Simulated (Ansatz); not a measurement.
# The 1T-CrO2 bilayer (AA) between two gates, part 3 of 3

How do the bands of the 1T-CrO2 bilayer (AA) follow a displacement field between two gates?

Ansatz 0.2.0; plane-wave DFT, PBE-D3(BJ), Ansatz PAW.

So far. Step 5 (Gated layer, displacement field -1.81 V/nm): There is no gap.

### Step 6. Gated layer, displacement field 3.62 V/nm

Contents of input.yaml:

```yaml
crystal:
  lattice:
    - [2.8814207235, 0.0, 0.0]
    - [-1.4407103617, 2.4953835455, 0.0]
    - [0.0, 0.0, 43.6454398695]
  atoms:
    - { symbol: O, position: [0.6666666667, 0.3333333333, 0.4261613597], spin: -0.05 }
    - { symbol: Cr, position: [0.0, 0.0, 0.4479948768], spin: 1.74 }
    - { symbol: O, position: [0.3333333333, 0.6666666667, 0.4697879696], spin: -0.05 }
    - { symbol: O, position: [0.6666666667, 0.3333333333, 0.5302120304], spin: -0.05 }
    - { symbol: Cr, position: [0.0, 0.0, 0.5520051232], spin: 1.74 }
    - { symbol: O, position: [0.3333333333, 0.6666666667, 0.5738386403], spin: -0.05 }
  periodic: [true, true, false]
  symmetry: { detect: true }
magnetization:
  spin_polarized: true
kpoints:
  mp_grid: { grid: [30, 30, 1] }
  band_path:
    path: [[0, 0, 0], [0.5, 0, 0], [0.33333333, 0.33333333, 0], [0, 0, 0]]
    npoints: 16
hamiltonian:
  xc: pbe
  dispersion: d3bj
scf:
  occupations: { method: fermi_dirac, width: 0.02585 }
  convergence: { dr2_threshold: 1.0e-10 }
output:
  forces: true
  eigenvalues: true
  write_potential: true
  write_density: true
  volumetric_format: npy
external_charges:
  - { charge: 0, barrier: 10, axis: 3, height: 27.545, sigma: 0.25 }
  - { charge: -0.01438, axis: 3, height: 29.045, sigma: 0.33 }
  - { charge: 0, barrier: 10, axis: 3, height: 16.1, sigma: 0.25 }
  - { charge: 0.01438, axis: 3, height: 14.6, sigma: 0.33 }
```

Command:

```sh
ansatz run input.yaml --threads 4 --pin off --max-ram 6144MiB --backend cpu --events-out ev --progress --plain --runs-dir out
```

Numbers of over 12 decimals in the logs are rounded to 6 here.

The program printed:

```text
[...]
Crystal: 6 atoms, lattice volume = 313.822 Å³
Basis set: ecut = 420 eV, 6121 PW (Γ), exchange–correlation on 40×40×600 points (8 copies of the dense FFT grid, shifted against one another)
Bands: 34, of which v1, the nominal top of the filled ones, is band 26 counted from 1 (25 counted from 0)
Symmetry: 6 space group operations
k-points: 91 of 900 (time reversal used)
[...]
k-point 0 ↑: bands = [... 22 lower, -8.6142, -8.6142, -8.2766, -8.2766, -8.2666, -8.2666, -6.2953, -6.1765, ... 4 higher]
  k-point 1 ↑: bands = [... 22 lower, -8.7409, -8.6651, -8.1669, -8.1586, -8.1446, -8.1430, -6.2957, -6.1749, ... 4 higher]
  k-point 2 ↑: bands = [... 22 lower, -8.9585, -8.6219, -8.0055, -7.9685, -7.9548, -7.9376, -6.2986, -6.1726, ... 4 higher]
  k-point 90 ↓: bands = [... 22 lower, -10.0178, -9.8464, -5.6955, -5.6432, -4.7082, -4.7035, -4.6900, -4.6877, ... 4 higher]
[key lines of the parts left out:]
SCF converged after 20 iterations
Magnetization: 4.0000 μB (28.0000 up, 24.0000 down)
Free energy (F): -9026.573934 eV
Fermi energy:    -6.956889 eV
```

Wall time 60 s (4 threads of Intel Xeon 6975P-C (Granite Rapids), shared host); peak memory 2.2 GiB; 3.9 min of CPU time.

There is no gap.

### Step 7. Gated layer, displacement field -3.62 V/nm

input.yaml, as its differences from that of step 6:

```diff
@@ -30,2 +30,3 @@
   eigenvalues: true
+  dos: { projected: true, e_range: [-3, 3], de: 0.01 }
   write_potential: true
@@ -33,6 +34,7 @@
   volumetric_format: npy
+  elf: true
 external_charges:
   - { charge: 0, barrier: 10, axis: 3, height: 27.545, sigma: 0.25 }
-  - { charge: -0.01438, axis: 3, height: 29.045, sigma: 0.33 }
+  - { charge: 0.01438, axis: 3, height: 29.045, sigma: 0.33 }
   - { charge: 0, barrier: 10, axis: 3, height: 16.1, sigma: 0.25 }
-  - { charge: 0.01438, axis: 3, height: 14.6, sigma: 0.33 }
+  - { charge: -0.01438, axis: 3, height: 14.6, sigma: 0.33 }
```

The program printed:

```text
[...]
Crystal: 6 atoms, lattice volume = 313.822 Å³
Basis set: ecut = 420 eV, 6121 PW (Γ), exchange–correlation on 40×40×600 points (8 copies of the dense FFT grid, shifted against one another)
Bands: 34, of which v1, the nominal top of the filled ones, is band 26 counted from 1 (25 counted from 0)
Symmetry: 6 space group operations
k-points: 91 of 900 (time reversal used)
[...]
k-point 0 ↑: bands = [... 22 lower, -8.6143, -8.6143, -8.2767, -8.2767, -8.2668, -8.2668, -6.2954, -6.1767, ... 4 higher]
  k-point 1 ↑: bands = [... 22 lower, -8.7410, -8.6653, -8.1670, -8.1588, -8.1448, -8.1431, -6.2958, -6.1751, ... 4 higher]
  k-point 2 ↑: bands = [... 22 lower, -8.9587, -8.6220, -8.0057, -7.9686, -7.9550, -7.9377, -6.2987, -6.1728, ... 4 higher]
  k-point 90 ↓: bands = [... 22 lower, -10.0179, -9.8466, -5.6956, -5.6434, -4.7084, -4.7037, -4.6902, -4.6878, ... 4 higher]
[key lines of the parts left out:]
SCF converged after 19 iterations
Magnetization: 4.0000 μB (28.0000 up, 24.0000 down)
Free energy (F): -9026.573932 eV
Fermi energy:    -6.957041 eV
```

Run time: 60 s. Hardware: 4 threads; peak memory 2.2 GiB; 3.9 min of CPU time.

There is no gap.

### Step 8. Gated layer, displacement field 5.43 V/nm

input.yaml, as its differences from that of step 7:

```diff
@@ -37,4 +37,4 @@
   - { charge: 0, barrier: 10, axis: 3, height: 27.545, sigma: 0.25 }
-  - { charge: 0.01438, axis: 3, height: 29.045, sigma: 0.33 }
+  - { charge: -0.021571, axis: 3, height: 29.045, sigma: 0.33 }
   - { charge: 0, barrier: 10, axis: 3, height: 16.1, sigma: 0.25 }
-  - { charge: -0.01438, axis: 3, height: 14.6, sigma: 0.33 }
+  - { charge: 0.021571, axis: 3, height: 14.6, sigma: 0.33 }
```

The program printed:

```text
[...]
Crystal: 6 atoms, lattice volume = 313.822 Å³
Basis set: ecut = 420 eV, 6121 PW (Γ), exchange–correlation on 40×40×600 points (8 copies of the dense FFT grid, shifted against one another)
Bands: 34, of which v1, the nominal top of the filled ones, is band 26 counted from 1 (25 counted from 0)
Symmetry: 6 space group operations
k-points: 91 of 900 (time reversal used)
[...]
k-point 0 ↑: bands = [... 22 lower, -8.6110, -8.6110, -8.2815, -8.2815, -8.2676, -8.2676, -6.2997, -6.1781, ... 4 higher]
  k-point 1 ↑: bands = [... 22 lower, -8.7387, -8.6664, -8.1720, -8.1644, -8.1454, -8.1431, -6.3001, -6.1766, ... 4 higher]
  k-point 2 ↑: bands = [... 22 lower, -8.9571, -8.6233, -8.0105, -7.9695, -7.9613, -7.9371, -6.3029, -6.1743, ... 4 higher]
  k-point 90 ↓: bands = [... 22 lower, -10.0190, -9.8474, -5.6985, -5.6461, -4.7148, -4.7081, -4.6912, -4.6873, ... 4 higher]
[key lines of the parts left out:]
SCF converged after 20 iterations
Magnetization: 4.0000 μB (28.0000 up, 24.0000 down)
Free energy (F): -9026.552636 eV
Fermi energy:    -6.959919 eV
```

Wall time 62 s (4 threads); peak memory 2.2 GiB.

Running mean over a fixed 2.8 Å (it still follows the layers) of the planar mean; beyond a gate it holds the 10 eV model barrier. Table of electron's electrostatic potential energy less the Fermi level by z:

z (Å), electron's electrostatic potential energy less the Fermi level (eV) and a bar from the least value:
```
        4       15.1 ##########################
        6       15.1 ##########################
        8       15.1 ##########################
       10       15.1 ##########################
       12       15.1 ##########################
       14       15.2 ##########################
       16       11.2 ######################
       18       -0.9 #########
       20       -8.2 #
       22        1.3 ###########
       24       -9.4 
       26        2.4 #############
       28       14.9 ##########################
       30       18.8 ##############################
       32       18.8 ##############################
       34       18.8 ##############################
       36       18.8 ##############################
       38       18.8 ##############################
       40       18.8 ##############################
```

There is no gap.

### Step 9. The series together

This step: plane-wave DFT, PBE-D3(BJ), Ansatz PAW; response to a displacement field between two gates (Ansatz 0.2.0).

The potential behind each gate is read from every run and counted from the uncharged case.

Numbers from this step:

| Item | Value |
| --- | --- |
| electrostatic distance between the gates | 6.919 Å |
| geometric distance between the gates | 14.45 Å |

Electron's potential behind the upper gate less behind the lower, less the value without field. The step of the electron's potential energy between the gates by displacement field D/eps0:

```csv
displacement field D/eps0 (V/nm),step of the electron's potential energy between the gates (eV)
-3.62,-2.50
-1.81,-1.25
0.00,0
1.81,1.25
3.62,2.50
5.43,3.76
```

The total moment stays at 4 μB for displacement field D/eps0 from -3.62 to 5.43 V/nm.

By hand: 5.43 V/nm over the 14.45 Å between the sheets would give 7.84 V in vacuum; the run has 3.76 V, as over 6.92 Å.

### Step 10. The same run with other settings

This step: plane-wave DFT, PBE-D3(BJ), Ansatz PAW (Ansatz 0.2.0).

An input spoilt on purpose, to show how the run answers: it repeats the earlier run at 1.81 V/nm with basis.ecutrho_ratio to 2, and scf.max_iter set to 60.

input.yaml, as its differences from that of step 8:

```diff
@@ -27,2 +27,3 @@
   convergence: { dr2_threshold: 1.0e-10 }
+  max_iter: 60
 output:
@@ -30,3 +31,2 @@
   eigenvalues: true
-  dos: { projected: true, e_range: [-3, 3], de: 0.01 }
   write_potential: true
@@ -34,7 +34,8 @@
   volumetric_format: npy
-  elf: true
 external_charges:
   - { charge: 0, barrier: 10, axis: 3, height: 27.545, sigma: 0.25 }
-  - { charge: -0.021571, axis: 3, height: 29.045, sigma: 0.33 }
+  - { charge: -0.00719, axis: 3, height: 29.045, sigma: 0.33 }
   - { charge: 0, barrier: 10, axis: 3, height: 16.1, sigma: 0.25 }
-  - { charge: 0.021571, axis: 3, height: 14.6, sigma: 0.33 }
+  - { charge: 0.00719, axis: 3, height: 14.6, sigma: 0.33 }
+basis:
+  ecutrho_ratio: 2
```

The program printed:

```text
Error: external_charges (a charge that the atoms' files do not serve) (external_charges[1] has a sigma of 0.33 Å, but in a crystal with O on a PAW file the density's cutoff holds one of 0.337 Å or more; widen its sigma, or, if the radial mesh of every PAW sphere that the charge reaches resolves it, raise basis.ecutwfc or basis.ecutrho_ratio) — an external charge that reaches too far into the augmentation sphere of an [...]
```

Run time: 0.05 s. Hardware: 4 threads; peak memory 0.09 GiB.

The program refused the input before any cycle.

The program's message: “Error: external_charges (a charge that the atoms' files do not serve) (external_charges[1] has a sigma of 0.33 Å, but in a crystal with O on a PAW file the density's cutoff holds one of 0.337 Å or mor …”

The fault put into the input: a density cutoff under four times the waves'.

### Step 11. The same run with other settings

Another changed input: it repeats the earlier run at 1.81 V/nm with scf.occupations.method from fermi_dirac to cold and scf.occupations.width from 0.02585 to 0.3.

input.yaml, as its differences from that of step 10:

```diff
@@ -25,5 +25,4 @@
 scf:
-  occupations: { method: fermi_dirac, width: 0.02585 }
+  occupations: { method: cold, width: 0.3 }
   convergence: { dr2_threshold: 1.0e-10 }
-  max_iter: 60
 output:
@@ -39,3 +38 @@
   - { charge: 0.00719, axis: 3, height: 14.6, sigma: 0.33 }
-basis:
-  ecutrho_ratio: 2
```

The program printed:

```text
[...]
Crystal: 6 atoms, lattice volume = 313.822 Å³
Basis set: ecut = 420 eV, 6121 PW (Γ), exchange–correlation on 40×40×600 points (8 copies of the dense FFT grid, shifted against one another)
Bands: 34, of which v1, the nominal top of the filled ones, is band 26 counted from 1 (25 counted from 0)
Symmetry: 6 space group operations
k-points: 91 of 900 (time reversal used)
[...]
Starting moments: Σ|m| = 3.68 μB on 6 of 6 sites
[...]
SCF iter   1: F=—  HF=-9017.786729 eV  |F-HF|=—  |Δ(HF+E_count)|=         —  Δρ=4.75e-2 (↑4.00e-2 ↓4.75e-2)  dr2=2.31e1  dr2_m=3.46e-1  M=3.916 μB ∫|m|=3.937 μB  β_m=0.30  ethr=3.10e-3  ⟨swp⟩=15.9  Hψ=46045  notcnv=0
[...]
SCF iter  15: F=—  HF=-9026.575463 eV  |F-HF|=—  |Δ(HF+E_count)|=         —  Δρ=6.23e-4 (↑6.23e-4 ↓8.98e-7)  dr2=1.34e-3  dr2_m=2.79e-4  M=4.000 μB ∫|m|=4.476 μB  β_m=0.81  ethr=1.71e-10  ⟨swp⟩=3.5  Hψ=14892  notcnv=0  defer=209
[...]
iteration 15: the input's own smearing fills from here on; a Gaussian of 0.3 eV has filled iterations ahead of it
SCF iter  16: F=—  HF=-9026.575349 eV  |F-HF|=—  |Δ(HF+E_count)|=   1.14e-4  S|Δr|=    0.00e0  Δρ=1.91e-4 (↑1.91e-4 ↓1.04e-4)  dr2=9.59e-5  dr2_m=4.81e-5  M=4.000 μB ∫|m|=4.485 μB  β_m=0.91  ethr=1.71e-10  ⟨swp⟩=7.2  Hψ=27054  notcnv=0  defer=209
[...]
SCF iter  24: F=-9026.575407 eV  HF=-9026.575407 eV  |F-HF|=2.55e-11  |Δ(HF+E_count)|=   9.90e-9  S|Δr|=    0.00e0  Δρ=1.04e-7 (↑6.61e-8 ↓1.04e-7)  dr2=4.32e-11  dr2_m=1.48e-11  M=4.000 μB ∫|m|=4.494 μB  ethr=1.00e-12  ⟨swp⟩=16.0  Hψ=60524  notcnv=0
SCF 1 converged in 24 iterations: F = -9026.575407 eV  dr2 = 4.32e-11
[...]
this state was not tested for a lower state beside it, because cold or Methfessel-Paxton smearing, or corrected tetrahedra, fill the levels in a way that the test cannot read (fill_not_monotonic; see scf.lower_state_search)
[...]
SCF converged after 24 iterations
Magnetization: 4.0000 μB (28.0000 up, 24.0000 down)
Absolute magnetization: 4.4940 μB (∫|ρ↑−ρ↓|, with the PAW one-centre terms)
[...]
Per-site moments (μB) at R_I (Å): [(-0.049492, 0.790840), (1.743391, 0.790479), (-0.054577, 0.790479), (-0.055047, 0.790479), (1.735875, 0.790479), (-0.053103, 0.790840)]
Free energy (F): -9026.575407 eV
[...]
Internal energy: -9026.609166 eV  (E = F + TS)
E sigma→0 (E₀):  -9026.586660 eV
Entropy (-TS):   0.033759 eV (5.626 meV/atom)
Fermi energy:    -6.976860 eV
[...]
--- Forces (eV/Å), atoms and charges each counted from 1 ---
  atom   1  O      0.00000000    -0.00000000    -0.04783575
  atom   2  Cr    -0.00000000    -0.00000000     0.06063256
  atom   3  O     -0.00000000     0.00000000     0.00458502
  atom   4  O      0.00000000    -0.00000000    -0.02624097
  atom   5  Cr    -0.00000000    -0.00000000     0.04780193
  atom   6  O     -0.00000000     0.00000000    -0.03713254
  external charge   1     0.00000000     0.00000000     0.01678277
  external charge   2     0.00000000     0.00000000    -0.00065118
  external charge   3     0.00000000     0.00000000    -0.01859173
  external charge   4     0.00000000     0.00000000     0.00064979
  max |Σ_I F_I| component, the external charges' with the atoms': 8.33e-8 eV/Å
--- Band table (eV; the first three rows and the last of 182) ---
  k-point 0 ↑: bands = [... 22 lower, -8.6196, -8.6196, -8.2723, -8.2723, -8.2654, -8.2654, -6.2932, -6.1763, ... 4 higher]
  k-point 1 ↑: bands = [... 22 lower, -8.7447, -8.6682, -8.1633, -8.1544, -8.1440, -8.1431, -6.2936, -6.1747, ... 4 higher]
  k-point 2 ↑: bands = [... 22 lower, -8.9614, -8.6249, -8.0024, -7.9679, -7.9502, -7.9387, -6.2965, -6.1723, ... 4 higher]
  k-point 90 ↓: bands = [... 22 lower, -10.0227, -9.8541, -5.6841, -5.6319, -4.7014, -4.6988, -4.6883, -4.6872, ... 4 higher]
```

It took 67 s on 4 threads; peak memory 2.2 GiB; 4.3 min of CPU time.

```csv
quantity,this run,earlier run,difference
total moment (μB),4.000,4.000,-2.9e-9
"potential beyond the upper barrier and gate, less the barrier, from the Fermi level (eV)",7.603,7.581,0.022
```

What moves beyond 0.01 in its unit (for the dipole 0.5 % and 5e-5 e·Å): potential beyond the upper barrier and gate, less the barrier, from the Fermi level (+0.0223 eV).

The change shows in the results, which are not taken further.

### Step 12. Results

```json
{
 "gap with uncharged gates": "none",
 "electrostatic distance between the gates": "6.92 Å",
 "geometric distance between the gates": "14.4 Å",
 "gap at 5.43 V/nm": "none"
}
```

**Reading.** The stack has no gap, with or without a field of 5.4 V/nm. The layers screen the field: the voltage is that of a vacuum gap 7.5 Å narrower than the real distance. The gates are charged sheets behind model barriers, not atoms. Gaps are the smaller of those on the path and on the mesh; band edges between these points would make them smaller still. The magnetic order is the one reached from the typed start; other orders were not compared.

[Logs are printed without paths, hosts, clocks, repeated set-up lines and the standing remarks that a program may print on its own settings, such as how far it seeks lower states.]

[Hosts, paths, dates, database ids (printed as entryN), source tags and the programs' standing remarks are cut or masked in the printed files.]

[Maps of the electrostatic potential energy from Ansatz leave out the sawtooth potential of an applied field or a dipole correction, so their vacuum need not be flat; planar profiles and work functions include it.]
